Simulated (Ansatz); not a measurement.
# The unslipped end of a generalised stacking fault on (111) (glide set) of a GaP-AlP solid solution (72 atoms): support functions against a reference

Wanted: errors and times of a linear-scaling basis for the unslipped end of a generalised stacking fault on (111) (glide set) of a GaP-AlP solid solution (72 atoms). A setting counts as converged where the r.m.s. difference of forces stays under 1 % of the r.m.s. force.

Program: Ansatz 0.2.0. Level of theory: Kohn-Sham DFT, PBE, PAW (set soft_2), plane waves. Results are calculated unless marked as measured.

Report form: the programs' logs are mostly left out.

## 1. The starting structure

The cell holds 72 atoms: 18 Al, 36 P and 18 Ga. Its edges and angles: a = 6.683 Å, b = 11.576 Å, c = 19.103 Å, α = 90.0°, β = 90.0°, γ = 90.0°. It derives from GaP and AlP. Zinc-blende GaP lattice (a = 5.4569 Å, the value set for the mixture), cell with z along [111], 1 x 3 x 2 periods; the third cell vector is tilted by 0.000 of 1/2[11-2] and lengthened by 0.2 Å, so the stacking has no slip (glide set); displaced by a Gaussian of 0.01 Å; 18 of 36 Ga sites given to Al at random (lattice constant by Vegard's rule between GaP and AlP).

What the set-up can't give: The host structure and its lattice constant were typed by rule, without a check against the phase diagram.

## 2. Plane-wave single point

The first run fixes the reference, at a cutoff of 420 eV.

File input.yaml:

```yaml
crystal:
  lattice:
    - [6.68331, 0.0, 0.0]
    - [0.0, 11.57583, 0.0]
    - [0.0, 0.0, 19.10326]
  atoms:
    - { symbol: Al, position: [0.49974, 0.16469, 0.0197] }
    - { symbol: P, position: [0.50325, 0.16679, 0.14378] }
    - { symbol: Ga, position: [0.83196, 0.16707, 0.18567] }
    - { symbol: P, position: [0.83603, 0.16841, 0.30947] }
    - { symbol: Ga, position: [0.00096, 0.00086, 0.0202] }
    - { symbol: P, position: [0.99611, 0.99994, 0.14529] }
    - { symbol: Al, position: [0.33421, 0.00026, 0.18533] }
    - { symbol: P, position: [0.33248, 0.99992, 0.30897] }
[... 60 atom lines left out ...]
    - { symbol: Ga, position: [0.16799, 0.50025, 0.84606] }
    - { symbol: P, position: [0.1659, 0.49922, 0.97104] }
    - { symbol: Al, position: [0.16949, 0.83486, 0.84413] }
    - { symbol: P, position: [0.16632, 0.83301, 0.96964] }
kpoints:
  mp_grid: { grid: [2, 1, 1] }
hamiltonian:
  xc: pbe
scf:
  occupations: { method: gaussian, width: 0.05 }
output:
  forces: true
  stress: true
  populations: intrinsic
  dos:
    method: { smearing: { sigma: 0.08 } }
    de: 0.1
    projected: { site_lists: { Al: [Al], Ga: [Ga], P: [P] } }
  eigenvalues: true
  write_density: true
  write_potential: true
  volumetric_format: npy
```

Launch:

```bash
$ ansatz run input.yaml --threads 4 --pin off --max-ram 8192MiB --backend cpu --events-out ev --progress --plain --runs-dir out
```

The job ended after 56 s (4 threads of Arm Neoverse V1, shared host; peak memory 4.5 GiB; 3.5 min of CPU time).

Numbers from this run:

```
free energy                                      : -105008.1187 eV
free energy per atom                             : -1458.4461 eV/atom
SCF cycles                                       : 9
pressure                                         : 1.654 GPa
r.m.s. force component                           : 0.3117 eV/Å
longest force                                    : 1.36 eV/Å
Fermi energy                                     : 6.874 eV
gap (highest filled to lowest empty level) : 1.299 eV
```

The r.m.s. force component of 0.31 eV/Å sets the scale for the differences below.

## 3. Support functions medium

With localised support functions most steps grow linearly with size, though the diagonalisation grows faster unless the density matrix is cut; this run measures error and cost at this size. The level medium gives here a grid of 30×54×90 points and a radius of 4.09 Å.

This step: Kohn-Sham DFT, PBE, PAW (set soft_2), localised support functions (medium) (Ansatz 0.2.0).

input.yaml, the sections that differ from step 2:

```yaml
scf:
  occupations: { method: gaussian, width: 0.05 }
  eigensolver: { kind: { support_functions: { accuracy: medium } } }
  mixing: { beta: 0.4 }
  max_iter: 150
output:
  forces: true
# crystal, kpoints, hamiltonian: as in step 2
```

It took 84 s on 4 threads; peak memory 2.7 GiB.

The program notes that the band table was not solved further than the SCF left it and it switched symmetry off.

Keys that differ from the reference: support_functions.accuracy = "medium", scf.max_iter = 150 and scf.mixing.beta = 0.4.

Forces differ from the reference by 0.29 meV/Å r.m.s., 0.093 % of their size, well within a tolerance of 1 %; the energy by -0.85 meV/atom. It took 84 s and 13 cycles; the reference's time can't be set against it, since the two runs asked for unlike analyses. The two runs also began from different starting densities, which bears on cycles and time.

## 4. Support functions low

The level low is asked for. Here it resolves to the same grid and radius as in the run with support functions medium, so the basis is not new.

This step: Kohn-Sham DFT, PBE, PAW (set soft_2), localised support functions (low) (Ansatz 0.2.0).

input.yaml, the sections that differ from step 3:

```yaml
scf:
  occupations: { method: gaussian, width: 0.05 }
  eigensolver: { kind: { support_functions: { accuracy: low } } }
  mixing: { beta: 0.4 }
  max_iter: 150
# crystal, kpoints, hamiltonian, output: as in step 3
```

It took 79 s on 4 threads; peak memory 2.7 GiB; 5 min of CPU time.

Keys that differ from the reference: support_functions.accuracy = "low", scf.max_iter = 150 and scf.mixing.beta = 0.4.

Forces differ from the reference by 0.29 meV/Å r.m.s., 0.092 % of their size, well within a tolerance of 1 %; the energy by -0.85 meV/atom. The two runs also began from different starting densities, which bears on cycles and time.

## 5. Support functions high

With localised support functions most steps grow linearly with size, though the diagonalisation grows faster unless the density matrix is cut; this run measures error and cost at this size. The level high gives here a grid of 36×72×108 points and a radius of 4.89 Å.

This step: Kohn-Sham DFT, PBE, PAW (set soft_2), localised support functions (high) (Ansatz 0.2.0).

input.yaml, the sections that differ from step 4:

```yaml
scf:
  occupations: { method: gaussian, width: 0.05 }
  eigensolver: { kind: { support_functions: { accuracy: high } } }
  mixing: { beta: 0.4 }
  max_iter: 150
# crystal, kpoints, hamiltonian, output: as in step 4
```

The job ended after 5.1 min (4 threads; peak memory 5 GiB).

Keys that differ from the reference: support_functions.accuracy = "high", scf.max_iter = 150 and scf.mixing.beta = 0.4.

Forces differ from the reference by 0.053 meV/Å r.m.s., 0.017 % of their size, well within a tolerance of 1 %; the energy by -0.86 meV/atom. It took 5.1 min and 17 cycles; the reference's time can't be set against it, since the two runs asked for unlike analyses. The two runs also began from different starting densities, which bears on cycles and time.

## 6. Support functions medium, radius 3.96 Å

The radius confines each support function; a larger one gives more freedom and more work per atom.

This step: Kohn-Sham DFT, PBE, PAW (set soft_2), localised support functions (medium) (Ansatz 0.2.0).

input.yaml, the sections that differ from step 5:

```yaml
scf:
  occupations: { method: gaussian, width: 0.05 }
  eigensolver: { kind: { support_functions: { accuracy: medium, radius: 3.96 } } }
  mixing: { beta: 0.4 }
  max_iter: 150
# crystal, kpoints, hamiltonian, output: as in step 5
```

The job ended after 85 s (4 threads; peak memory 2.6 GiB; 5.4 min of CPU time).

Keys that differ from the reference: support_functions.accuracy = "medium", support_functions.radius = 3.96, scf.max_iter = 150 and scf.mixing.beta = 0.4.

Forces differ from the reference by 0.34 meV/Å r.m.s., 0.11 % of their size, well within a tolerance of 1 %; the energy by -0.85 meV/atom. It took 85 s and 14 cycles; the reference's time can't be set against it, since the two runs asked for unlike analyses. The two runs also began from different starting densities, which bears on cycles and time.

## 7. Support functions medium, radius 4.29 Å

input.yaml, the sections that differ from step 6:

```yaml
scf:
  occupations: { method: gaussian, width: 0.05 }
  eigensolver: { kind: { support_functions: { accuracy: medium, radius: 4.29 } } }
  mixing: { beta: 0.4 }
  max_iter: 150
# crystal, kpoints, hamiltonian, output: as in step 6
```

Elapsed: 94 s, on 4 threads; peak memory 2.9 GiB.

Keys that differ from the reference: support_functions.accuracy = "medium", support_functions.radius = 4.29, scf.max_iter = 150 and scf.mixing.beta = 0.4.

Forces differ from the reference by 0.22 meV/Å r.m.s., 0.071 % of their size, well within a tolerance of 1 %; the energy by -0.85 meV/atom. It took 94 s and 12 cycles; the reference's time can't be set against it, since the two runs asked for unlike analyses. The two runs also began from different starting densities, which bears on cycles and time.

## 8. Support functions medium, radius 4.58 Å

input.yaml, the sections that differ from step 7:

```yaml
scf:
  occupations: { method: gaussian, width: 0.05 }
  eigensolver: { kind: { support_functions: { accuracy: medium, radius: 4.58 } } }
  mixing: { beta: 0.4 }
  max_iter: 150
# crystal, kpoints, hamiltonian, output: as in step 7
```

The job ended after 1.9 min (4 threads; peak memory 3.2 GiB; 7.3 min of CPU time).

Keys that differ from the reference: support_functions.accuracy = "medium", support_functions.radius = 4.58, scf.max_iter = 150 and scf.mixing.beta = 0.4.

Forces differ from the reference by 0.18 meV/Å r.m.s., 0.059 % of their size, well within a tolerance of 1 %; the energy by -0.85 meV/atom. It took 1.9 min and 12 cycles; the reference's time can't be set against it, since the two runs asked for unlike analyses. The two runs also began from different starting densities, which bears on cycles and time.

## 9. Support functions medium, radius 4.9 Å

input.yaml, the sections that differ from step 8:

```yaml
scf:
  occupations: { method: gaussian, width: 0.05 }
  eigensolver: { kind: { support_functions: { accuracy: medium, radius: 4.9 } } }
  mixing: { beta: 0.4 }
  max_iter: 150
# crystal, kpoints, hamiltonian, output: as in step 8
```

The job ended after 2.3 min (4 threads; peak memory 3.6 GiB; 9.1 min of CPU time).

Keys that differ from the reference: support_functions.accuracy = "medium", support_functions.radius = 4.9, scf.max_iter = 150 and scf.mixing.beta = 0.4.

Forces differ from the reference by 0.18 meV/Å r.m.s., 0.056 % of their size, well within a tolerance of 1 %; the energy by -0.85 meV/atom. It took 2.3 min and 13 cycles; the reference's time can't be set against it, since the two runs asked for unlike analyses. The two runs also began from different starting densities, which bears on cycles and time.

## 10. Support functions medium, radius 5.52 Å

input.yaml, the sections that differ from step 9:

```yaml
scf:
  occupations: { method: gaussian, width: 0.05 }
  eigensolver: { kind: { support_functions: { accuracy: medium, radius: 5.52 } } }
  mixing: { beta: 0.4 }
  max_iter: 150
# crystal, kpoints, hamiltonian, output: as in step 9
```

The job ended after 3.8 min (4 threads; peak memory 4.6 GiB).

Keys that differ from the reference: support_functions.accuracy = "medium", support_functions.radius = 5.52, scf.max_iter = 150 and scf.mixing.beta = 0.4.

Forces differ from the reference by 0.16 meV/Å r.m.s., 0.052 % of their size, well within a tolerance of 1 %; the energy by -0.85 meV/atom. It took 3.8 min and 13 cycles; the reference's time can't be set against it, since the two runs asked for unlike analyses. The two runs also began from different starting densities, which bears on cycles and time.

## 11. Support functions medium, radius 6.13 Å

input.yaml, the sections that differ from step 10:

```yaml
scf:
  occupations: { method: gaussian, width: 0.05 }
  eigensolver: { kind: { support_functions: { accuracy: medium, radius: 6.13 } } }
  mixing: { beta: 0.4 }
  max_iter: 150
# crystal, kpoints, hamiltonian, output: as in step 10
```

Run time: 6.2 min. Hardware: 4 threads; peak memory 5.6 GiB.

Keys that differ from the reference: support_functions.accuracy = "medium", support_functions.radius = 6.13, scf.max_iter = 150 and scf.mixing.beta = 0.4.

Forces differ from the reference by 0.16 meV/Å r.m.s., 0.051 % of their size, well within a tolerance of 1 %; the energy by -0.85 meV/atom. It took 6.2 min and 13 cycles; the reference's time can't be set against it, since the two runs asked for unlike analyses. The two runs also began from different starting densities, which bears on cycles and time.

## 12. A changed input

A doubtful change is made on purpose, to see how the program answers.

This step: Kohn-Sham DFT, PBE, PAW (set soft_2), plane waves (Ansatz 0.2.0).

input.yaml, the sections that differ from step 11:

```yaml
kpoints:
  mp_grid: { grid: [0, 1, 1] }
scf:
  occupations: { method: gaussian, width: 0.05 }
  max_iter: 75
# crystal, hamiltonian, output: as in step 11
```

Run time: 0.05 s. Hardware: 4 threads; peak memory 0.075 GiB.

The program refused the input before any cycle.

The program's message: “Error: invalid value for `kpoints.mp_grid.grid`: each dimension must be in 1..=255”

The fault in the input: a zero in the k-mesh (kpoints.mp_grid.grid = [0, 1, 1]). The fix is to set kpoints.mp_grid.grid back to [2, 1, 1].

## 13. The ladder side by side

Each row is set against the plane-wave reference (Kohn-Sham DFT, PBE, PAW (set soft_2), plane waves; r.m.s. force component 0.312 eV/Å). Energies are set beside the reference only for runs with its functional, potentials and electron count. Times are for 4 threads of Arm Neoverse V1, shared host. The reference's time includes the DOS, the stress and grids, which some other runs skip.

```
                                    run  Δ force, r.m.s. (meV/Å)  share of r.m.s. force (%)  Δ energy (meV/atom)  Δ gap (eV)  cycles     time  host memory (GiB)
                              reference                        -                          -                    -           -       9     56 s                4.5
               support functions medium                    0.289                     0.0928               -0.852      9.0e-4      13     84 s                2.7
                  support functions low                    0.288                     0.0925               -0.853      9.0e-4      12     79 s                2.7
                 support functions high                    0.053                     0.0169               -0.863     -1.0e-4      17  5.1 min                5.0
support functions medium, radius 3.96 Å                    0.336                      0.108               -0.854      0.0018      14     85 s                2.6
support functions medium, radius 4.29 Å                    0.223                     0.0715               -0.853      1.0e-4      12     94 s                2.9
support functions medium, radius 4.58 Å                    0.185                     0.0594               -0.851     -2.0e-4      12  1.9 min                3.2
 support functions medium, radius 4.9 Å                    0.176                     0.0564                -0.85     -2.0e-4      13  2.3 min                3.6
support functions medium, radius 5.52 Å                    0.161                     0.0518               -0.850     -2.0e-4      13  3.8 min                4.6
support functions medium, radius 6.13 Å                    0.157                     0.0505               -0.850     -1.0e-4      13  6.2 min                5.6
```

[end of part 1 of 2]

[Logs are printed without paths, hosts, clocks, repeated set-up lines and the standing remarks that a program may print on its own settings, such as how far it seeks lower states.]

[Hosts, paths, dates, database ids (printed as entryN), source tags and the programs' standing remarks are cut or masked in the printed files.]
